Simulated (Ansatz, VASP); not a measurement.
**ZnSe (Stilleite): VASP beside Ansatz**

File POSCAR:

```
ZnSe
1.0
    0.0000000000      2.8879765188      2.8879765188
    2.8879765188      0.0000000000      2.8879765188
    2.8879765188      2.8879765188      0.0000000000
Zn Se
1 1
Direct
    0.0000000000      0.0000000000      0.0000000000
    0.2500000000      0.2500000000      0.2500000000
```

File INCAR.step1:

```
SYSTEM = ZnSe
PREC = Accurate
ENCUT = 520
ISMEAR = 0
SIGMA = 0.01
LREAL = .False.
LASPH = .True.
NELM = 80
NBANDS = 16
GGA = PE
ALGO = Normal
EDIFF = 1E-4
LWAVE = .True.
LCHARG = .False.
```

INCAR.step2

```
SYSTEM = ZnSe
PREC = Accurate
ENCUT = 520
EDIFF = 1E-7
ISMEAR = 0
SIGMA = 0.01
LREAL = .False.
LASPH = .True.
NELM = 80
ALGO = Normal
ISIF = 2
LWAVE = .False.
LCHARG = .False.
METAGGA = R2SCAN
LMIXTAU = .True.
NBANDS = 16
ISTART = 1
```

The input KPOINTS:

```
regular mesh
0
Gamma
  6 6 6
  0 0 0
```

Input for Ansatz:

```yaml
crystal:
  lattice:
    - [0.0, 2.8879765188, 2.8879765188]
    - [2.8879765188, 0.0, 2.8879765188]
    - [2.8879765188, 2.8879765188, 0.0]
  atoms:
    - { symbol: Zn, position: [0.0, 0.0, 0.0] }
    - { symbol: Se, position: [0.25, 0.25, 0.25] }
kpoints:
  mp_grid: { grid: [6, 6, 6] }
hamiltonian:
  xc: r2scan
scf:
  occupations: { method: fixed }
  n_extra_bands: 4
output:
  forces: true
  stress: true
  eigenvalues: true
```

Alike in both runs: task single point; functional r2SCAN; k mesh 6 × 6 × 6; no spin polarisation.

|  | VASP | Ansatz |
| --- | --- | --- |
| version | VASP 6.6.1 | Ansatz 0.2.0 |
| potentials or method | VASP PAW PBE potentials, release 64 (Zn, Se) | plane waves, PAW |
| plane-wave cutoff (eV) | 520 | 500 |
| occupations | gaussian, width 0.01 eV | fixed |
| valence electrons in the cell | 18 | 28 |

```csv
,VASP,Ansatz,Ansatz less VASP
gap on the k mesh at the Fermi level (eV),1.62,1.62,0.000
pressure (GPa),-3.2,-3.3,-0.07
```

The two sets of potentials don't hold the same shells in valence.

Caveats: the PAW data sets were made with another functional, which shifts forces and pressure a little (VASP). r2SCAN opens gaps a little over a GGA but as a rule still falls short of measured ones.
